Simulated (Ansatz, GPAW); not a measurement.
## Pb: programs and potentials compared

```
Pb
1.0
     0.00000    2.47502    2.47502
     2.47502    0.00000    2.47502
     2.47502    2.47502    0.00000
Pb
1
Direct
  0.00000 0.00000 0.00000
```

Alike in all runs: task single point; functional PBE; k mesh 9 × 9 × 9; occupations gaussian, width 0.02 eV; no spin polarisation; no spin-orbit coupling. Pressure is positive in compression and, in plane waves, holds the error of the finite cutoff, which Ansatz's Pulay term estimates and takes out.

```json
{"program and potentials": "Ansatz, Ansatz PAW", "plane-wave cutoff (eV)": "420", "notes": "Pulay term of +0.02 GPa included", "pressure (GPa)": "2.25"}
{"program and potentials": "Ansatz, all-electron LAPW, scalar-relativistic", "plane-wave cutoff (eV)": "-", "notes": "-", "pressure (GPa)": "2.26"}
{"program and potentials": "GPAW, GPAW PAW data sets (gpaw-data 1.2.1)", "plane-wave cutoff (eV)": "600", "notes": "-", "pressure (GPa)": "2.00"}
```

The pressure spans 2.00 (GPAW, GPAW PAW data sets (gpaw-data 1.2.1)) to 2.26 GPa (Ansatz, all-electron LAPW, scalar-relativistic), with all-electron results at 2.26.

Differences between rows come from potentials, basis sets and numerical settings, since the functional is the same but for its coding. Runs on potential files found faulty are left out.
